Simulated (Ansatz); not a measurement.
The cell is COD entry 1011050, as deposited and not checked against the literature; nothing was relaxed. It is an old determination, and later ones may differ.

AgI: DFT, LDA, PAW with Ansatz's default frozen-core files, scalar-relativistic (Ansatz 0.2.0).

Command: `ansatz run input.yaml --threads 1 --pin off --max-ram 6144MiB --backend cpu --events-out ev --progress --plain --runs-dir out` The run took 90 s on 1 thread of Arm Neoverse V1 (shared host), peak memory 0.61 GiB.

```yaml
crystal:
  lattice:
    - [4.5800015808, 0.0, 0.0]
    - [-2.2900007904, 3.9663977183, 0.0]
    - [0.0, 0.0, 7.51]
  atoms:
    - { symbol: Ag, position: [0.3333333333, 0.6666666667, 0.0] }
    - { symbol: Ag, position: [0.6666666667, 0.3333333333, 0.5] }
    - { symbol: I, position: [0.3333333333, 0.6666666667, 0.375] }
    - { symbol: I, position: [0.6666666667, 0.3333333333, 0.875] }
kpoints:
  mp_grid: { grid: [8, 8, 4] }
  band_path:
    path:
      - [0.0, 0.0, 0.0]
      - [0.5, 0.0, 0.0]
      - [0.3333333333, 0.3333333333, 0.0]
      - [0.0, 0.0, 0.0]
      - [0.0, 0.0, 0.5]
      - [0.5, 0.0, 0.5]
      - [0.3333333333, 0.3333333333, 0.5]
      - [0.0, 0.0, 0.5]
      - [0.5, 0.0, 0.5]
    npoints: 14
scf:
  occupations: { method: fermi_dirac, width: 0.01 }
hamiltonian:
  xc: lda
  pseudopotentials: { kind: paw }
output:
  forces: true
  stress: true
  eigenvalues: true
  efg: { contact_densities: true }
  populations: true
  bader: true
  dos: { projected: true, de: 0.2, e_range: [-14, 8] }
  write_density: true
  write_potential: true
  elf: true
  volumetric_format: npy
```

Output:

```
Ag, I: output.efg is read without spin–orbit coupling, which moves field gradients at and beside such atoms by some per cent and up to a factor of two; PAW files take it under magnetization.noncollinear and magnetization.spin_orbit
Engine: ansatz 0.2.0
Pseudopotentials: kind: paw
Pseudopotential: Ag, paw, valence charge 19, recommended cutoff 420 eV (normal)
Pseudopotential: I, paw, valence charge 17, recommended cutoff 420 eV (normal)
Functional definition: SPW92
  exchange = slater_x
  correlation = pw_c
Crystal: 4 atoms, lattice volume = 136.427 Å³
Basis set: ecut = 420 eV, 2683 PW (Γ)
Bands: 44, of which v1, the nominal top of the filled ones, is band 36 counted from 1 (35 counted from 0)
Symmetry: 12 space group operations
Space group: P63mc (ITA 186), of the structure as read, at distance tolerance 5.1e-5 Å
k-points: 30 of 256 (time reversal used)
Non-local potential: Ag, projectors of the file, l = 0: 3, l = 1: 2, l = 2: 2, l = 3: 1
Non-local potential: I, projectors of the file, l = 0: 2, l = 1: 2, l = 2: 2, l = 3: 2
PAW form: soft (Blöchl's): semilocal exchange-correlation on the pseudo side does not see the compensation charge
PAW frozen core: Ag, regenerated for the run's functional, and the local potential with it (the file was generated under x = pbe(κ = 0.804, μ = 0.2195149727645171), c = pbe(β = 0.06672455060314922))
PAW frozen core: I, regenerated for the run's functional, and the local potential with it (the file was generated under x = pbe(κ = 0.804, μ = 0.2195149727645171), c = pbe(β = 0.06672455060314922))
PAW one-centre angular grid: Ag, 590 points (default); XC on 64 Gauss nodes
PAW one-centre angular grid: I, 590 points (default); XC on 64 Gauss nodes
Initial density: superposition of atomic densities (neutral atoms: chi_scale 0, normalization atom), corrected by the library's trained network
Initial wavefunctions: pseudopotential atomic-orbital guess
Functional: x = slater, c = lda
SCF iter   1: F=—  HF=-29628.569447 eV  |F-HF|=—  |Δ(HF+E_count)|=         —  Δρ=7.26e-3  dr2=5.60e-2  ethr=1.77e-3  ⟨swp⟩=8.1  Hψ=5821  notcnv=0
preconditioner: auto → Resta (q_TF=auto, 2.453 Å⁻¹)  ε∞=5.1  [insulator: Δε(μ)=1.003 eV  Ē_g=9.461 eV  σ=0.010 eV  W_gap=1.00  n_scr=34 (ndim 8)  ℏωp=19.1 eV  f_vac=0.219  D(μ)=0.00/eV (n_scr^D=0)  ε∞_Penn≈5.1]
SCF iter   2: F=—  HF=-29628.555000 eV  |F-HF|=—  |Δ(HF+E_count)|=   1.44e-2  Δρ=2.86e-3  dr2=7.62e-3  ethr=7.78e-5  ⟨swp⟩=2.3  Hψ=2206  notcnv=0  defer=89
SCF iter   3: F=—  HF=-29628.553570 eV  |F-HF|=—  |Δ(HF+E_count)|=   1.43e-3  Δρ=1.24e-3  dr2=1.89e-3  ethr=1.06e-5  ⟨swp⟩=2.2  Hψ=1419  notcnv=0  defer=89
SCF iter   4: F=—  HF=-29628.553400 eV  |F-HF|=—  |Δ(HF+E_count)|=   1.70e-4  Δρ=2.13e-4  dr2=8.21e-5  ethr=2.62e-6  ⟨swp⟩=2.0  Hψ=1836  notcnv=0  defer=89
SCF iter   5: F=—  HF=-29628.553476 eV  |F-HF|=—  |Δ(HF+E_count)|=   7.57e-5  Δρ=6.69e-5  dr2=1.16e-5  ethr=1.14e-7  ⟨swp⟩=1.5  Hψ=1344  notcnv=0  defer=89
SCF iter   6: F=—  HF=-29628.553483 eV  |F-HF|=—  |Δ(HF+E_count)|=   7.10e-6  Δρ=1.66e-5  dr2=6.41e-7  ethr=1.61e-8  ⟨swp⟩=2.0  Hψ=1739  notcnv=0  defer=89
SCF iter   7: F=-29628.553483 eV  HF=-29628.553483 eV  |F-HF|=8.99e-9  |Δ(HF+E_count)|=   5.16e-7  Δρ=5.82e-6  dr2=5.09e-8  ethr=1.39e-10  ⟨swp⟩=15.9  Hψ=9884  notcnv=0
SCF 1 converged in 7 iterations: F = -29628.553483 eV  dr2 = 5.09e-8
  greatest PAW one-centre occupation: 1.002 electrons in one spin orbital (limit 2), on the Ag atom at site 0 (counted from 0), in its partial waves of l = 0
NSCF: frozen V_eff on 113 k-points
SCF converged after 7 iterations
Free energy (F): -29628.553483 eV
Harris-Foulkes:  -29628.553483 eV  (|F-HF|=8.99e-9)
Internal energy: -29628.553483 eV  (E = F + TS)
E sigma→0 (E₀):  -29628.553483 eV
Fermi energy:    7.089183 eV
--- Per-component energies (eV) ---
  E_band       = -1578.959581
  E_kinetic    = 1435.411938
  E_local      = -11043.048358  (includes V_loc(G=0)·N_el)
  E_nonlocal   = 6.815881
  E_hartree    = 5209.023898
  E_xc         = -618.644151
  E_vxc        = -722.274615  (∫ρ·V_xc dr)
  E_paw        = -16865.755897  (= ΣΔE_a)
  E_vpaw       = -1673.892156  (= ΣTr[D̂ρ^β])
  E_aug_tail   = 0.000618  (compensation charges beyond the density's cutoff)
  E_ewald      = -7755.369457
  E_core_change = 3.012045  (= ΣΔE_core)
  E_smearing   = -0.000000  (= −TS)
  E_closure    = -0.000000  (closes the sum)
  Σ components = -29628.553483   (vs F -29628.553483, Δ=0.00e0)
--- Forces (eV/Å), atoms counted from 1 ---
  atom   1  Ag    -0.00000000    -0.00000000     0.00852113
  atom   2  Ag     0.00000000     0.00000000     0.00852113
  atom   3  I     -0.00000000    -0.00000000    -0.00848968
  atom   4  I      0.00000000     0.00000000    -0.00848968
  max |Σ_I F_I| component: 6.29e-5 eV/Å
--- Stress (GPa, compression-positive) ---
       -2.187854       0.000000       0.000000
       -0.000000      -2.187854      -0.000000
        0.000000       0.000000      -2.354026
  P = ⅓ Tr σ = -2.2432 GPa (-22.432 kbar)
--- PAW observables at the nuclei: V_zz in 10²¹ V/m², potentials from the cell's mean, atoms counted from 1 ---
  atom   1  Ag V_zz =    +0.148741   η = 0.0000   by run symmetry: allowed
            electrostatic potential = -7473.699423 V   contact ρ = 944514.694490 e/Å³
  atom   2  Ag V_zz =    +0.148741   η = 0.0000   by run symmetry: allowed
            electrostatic potential = -7473.699423 V   contact ρ = 944514.694490 e/Å³
  atom   3  I  V_zz =    +0.383586   η = 0.0000   by run symmetry: allowed
            electrostatic potential = -8887.271313 V   contact ρ = 1597653.783022 e/Å³
  atom   4  I  V_zz =    +0.383586   η = 0.0000   by run symmetry: allowed
            electrostatic potential = -8887.271313 V   contact ρ = 1597653.783022 e/Å³
--- Band table (eV; the first three rows and the last of 30) ---
  k-point 0: bands = ["-83.9006", "-83.9006", "-47.4808", "-47.4808", "-47.4808", "-47.4808", "-47.4801", "-47.4800", "-38.2416", "-38.2414", "-38.2409", "-38.2409", "-38.2408", "-38.2408", "-38.2372", "-38.2372", "-38.2371", "-38.2371", "-6.3915", "-6.0962", "2.2879", "2.2879", "2.2903", "2.3091", "2.4260", "2.4260", "3.3724", "3.3724", "3.4694", "3.4694", "3.5662", "5.8209", "5.8209", "6.4639", "6.5455", "6.5455", "7.6259", "8.9732", "12.1931", "12.1931", "12.3193", "13.1229", "13.1229", "13.6269"]
  k-point 1: bands = ["-83.9006", "-83.9006", "-47.4808", "-47.4808", "-47.4808", "-47.4808", "-47.4801", "-47.4800", "-38.2416", "-38.2414", "-38.2409", "-38.2409", "-38.2408", "-38.2408", "-38.2372", "-38.2372", "-38.2371", "-38.2371", "-6.3500", "-6.1412", "2.2301", "2.2485", "2.3033", "2.3033", "2.4003", "2.4003", "3.3905", "3.3905", "3.4598", "3.4598", "3.9453", "5.7646", "5.9212", "5.9212", "6.4328", "6.4328", "8.3344", "9.0203", "11.9374", "12.2643", "12.2643", "12.8955", "12.8955", "12.9729"]
  k-point 2: bands = ["-83.9006", "-83.9006", "-47.4808", "-47.4808", "-47.4808", "-47.4808", "-47.4800", "-47.4800", "-38.2415", "-38.2415", "-38.2409", "-38.2409", "-38.2409", "-38.2409", "-38.2372", "-38.2372", "-38.2372", "-38.2372", "-6.2474", "-6.2474", "2.1905", "2.1905", "2.3467", "2.3467", "2.3467", "2.3467", "3.4293", "3.4293", "3.4293", "3.4293", "4.7827", "4.7827", "6.1708", "6.1708", "6.1708", "6.1708", "8.9812", "8.9812", "11.9904", "11.9904", "12.5115", "12.5115", "12.5115", "12.5115"]
  k-point 29: bands = ["-83.9006", "-83.9006", "-47.4809", "-47.4809", "-47.4809", "-47.4809", "-47.4800", "-47.4800", "-38.2414", "-38.2414", "-38.2410", "-38.2410", "-38.2409", "-38.2409", "-38.2371", "-38.2371", "-38.2371", "-38.2371", "-6.0232", "-6.0232", "2.2100", "2.2100", "2.4656", "2.4656", "2.6921", "2.6921", "3.3790", "3.3790", "3.5974", "3.5974", "3.7258", "3.7258", "4.6358", "4.6358", "5.3737", "5.3737", "10.2383", "10.2383", "11.9218", "11.9218", "12.4097", "12.4097", "14.2983", "14.2983"]
--- Löwdin populations: 4 sites ---
  site symbol       q [e]
     0     Ag     18.5482
     1     Ag     18.5482
     2      I     17.3069
     3      I     17.3069
  spilling = 0.004024 (of n_electrons = 72.000000)
--- Bader charges: 4 sites ---
  site symbol  charge [e]  shift [e]
     0     Ag      0.2087     0.0008
     1     Ag      0.2087     0.0008
     2      I     -0.2087     0.0008
     3      I     -0.2087     0.0008
  estimated error of the sums over rays = 2.8e-4 e
```

populations.tsv:

```
# site	symbol	l	j	q
# orbitals = lowdin
# n_electrons = 72.000000
# spilling = 0.004024
0	Ag	0_4S	-	1.996938
0	Ag	0_5S	-	0.606773
0	Ag	1_4P	-	5.999329
0	Ag	2_4D	-	9.945193
1	Ag	0_4S	-	1.996938
1	Ag	0_5S	-	0.606773
1	Ag	1_4P	-	5.999329
1	Ag	2_4D	-	9.945193
2	I	0_5S	-	1.920550
2	I	1_5P	-	5.386869
2	I	2_4D	-	9.999467
3	I	0_5S	-	1.920550
3	I	1_5P	-	5.386869
3	I	2_4D	-	9.999467
```

bader_charges.tsv:

```
# site	symbol	x_ang	y_ang	z_ang	partial_charge_e	electrons	volume_ang3	relative_density_drop	shared_charge_e	partial_wave_shift_e
# quadrature_error_electrons = 2.8e-4
0	Ag	0.0000	2.6443	0.0000	0.20873	46.79127	26.26	-	0.20873	0.00083
1	Ag	2.2900	1.3221	3.7550	0.20873	46.79127	26.26	-	0.20873	0.00083
2	I	0.0000	2.6443	2.8163	-0.20874	53.20874	41.35	-	-0.20874	0.00083
3	I	2.2900	1.3221	6.5713	-0.20873	53.20873	41.35	-	-0.20873	0.00083
```
